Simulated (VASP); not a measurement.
Input of a VASP 6.6.1 run:

Contents of INCAR:

```
PREC = Accurate
ENCUT = 600
EDIFF = 1E-7
ISMEAR = 0
SIGMA = 0.03
LREAL = F
LASPH = T
NELM = 80
ALGO = Normal
ISIF = 3
LWAVE = F
LCHARG = F
GGA = PE
IBRION = 2
NSW = 90
EDIFFG = -0.005
KPAR = 8
```

Contents of KPOINTS:

```
regular mesh
0
Gamma
  10 10 10
```

POSCAR

```
GaN                                     
1.0
    0.0000000000      2.2741012836      2.2741012836
    2.2741012836     -0.0000000000      2.2741012836
    2.2741012836      2.2741012836      0.0000000000
  Ga              N             
     1     1
Direct
     0.0000000000000000    0.0000000000000000    0.0000000000000000
     0.7500000000000000    0.7500000000000000    0.7500000000000000
```

Potentials or basis: VASP PAW PBE potentials, release 64 (Ga_d, N).

Run with:

```sh
$ cat potpaw_PBE.64/Ga_d/POTCAR potpaw_PBE.64/N/POTCAR > POTCAR
$ mpirun -np 8 vasp_std > vasp.out
```

(1) Estimate the band gap on the k mesh.

Answers

(1) 1.55 eV, direct.

Caveat: the relaxation stopped at its first step, so nothing moved.
